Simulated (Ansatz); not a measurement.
Elements on the sites of an ideal zinc blende lattice, at a guessed lattice constant:

```xyz
24
Lattice="-6.4201 -6.4201 0.0000 0.0000 6.4201 6.4201 -6.4201 6.4201 -6.4201" Properties=species:S:1:pos:R:3 pbc="T T T"
Cd   -3.2101   -3.2101    0.0000
Cd    0.0000    0.0000    0.0000
Cd   -9.6302    0.0001   -3.2101
Cd   -6.4201   -0.0001    0.0000
Cd   -3.2101    3.2100    0.0000
Cd   -3.2101    0.0000    3.2101
Cd   -6.4201    6.4202    0.0000
Cd   -3.2101    6.4201    3.2101
Te   -8.0252    4.8152   -4.8151
Te  -11.2352    1.6051   -4.8151
Te   -8.0252    1.6050   -1.6050
Te   -4.8151    4.8150   -1.6050
Te   -4.8151    1.6050    1.6050
Te   -1.6050    4.8151    1.6050
Te   -8.0252    8.0252   -1.6050
Te  -11.2352    4.8152   -1.6050
Te   -8.0252    4.8150    1.6050
Te   -4.8151    8.0251    1.6050
Te   -4.8151   -1.6050   -1.6050
Te   -1.6050    1.6050   -1.6050
Hg   -6.4201    3.2101   -3.2101
Hg    0.0000    3.2101    3.2101
Hg   -9.6302    3.2101    0.0000
Hg   -6.4201    3.2100    3.2101
```

Cell and atoms were relaxed without symmetry on coarser meshes and computed once more. These are results of Ansatz, DFT PBE, scalar-relativistic, plane waves, PAW, not measurements.

Cutoff 420 eV; k points 4×4×3 on the computed 24-atom cell (Γ-centred); Gaussian smearing, width 0.02 eV; no spin polarisation.

The relaxation ran on 2×2×1 (shifted) k points with a smearing of 0.1 eV, from sites shaken by 0.02 Å.

Question: What does the relaxation give?

Answer: A volume of 36.41 Å³/atom and a gap on the mesh of 0.05 eV. It lies 0.36 eV/atom below the elements' standard states (static lattices, no corrections for gases). The atoms leave their sites by 0.03 Å (root mean square) and 0.06 Å at most, and the cell stretches by up to 1.3 % at fixed volume.

```xyz
24
Lattice="-6.6788 -6.5556 0.0356 -0.0333 6.5533 6.6771 -6.6197 6.5321 -6.6226" Properties=species:S:1:pos:R:3 pbc="T T T"
Cd   -9.9859    9.7984    0.0778
Cd   -0.0265   -0.0091   -0.0056
Cd  -10.0015   -0.0178   -3.2967
Cd   -6.6985   -0.0204    0.0400
Cd   -3.3244    3.2704    0.0254
Cd   -3.3620   -0.0092    3.3282
Cd   -6.6813    6.5391    0.0303
Cd   -3.3470    6.5360    3.3313
Te   -8.3039    4.8948   -4.9510
Te  -11.6551    1.6175   -4.9567
Te   -8.3455    1.6190   -1.6278
Te   -4.9808    4.9289   -1.6285
Te   -5.0218    1.6353    1.6680
Te   -1.6736    4.9062    1.6776
Te   -8.3437    8.1718   -1.6256
Te  -11.6463    4.9272   -1.5828
Te   -8.3199    4.9203    1.7394
Te   -5.0146    8.1765    1.6864
Te   -4.9824   -1.6119   -1.6308
Te   -1.6830    1.6331   -1.6680
Hg   -6.6231    3.2445   -3.2655
Hg  -13.2845    3.2438   -3.2174
Hg   -9.9791    3.2715    0.0874
Hg   -6.6545    3.2457    3.4143
```

Spin-orbit coupling is left out, which matters for the bands of heavy elements. An odd mesh misses points on the zone edge, so a gap read on it can be too wide.

Cost: 2 runs of about 28 core-minutes in all (earlier runs that led there not counted), on Intel Xeon Platinum 8259CL (Skylake/Cascade Lake) (shared hosts).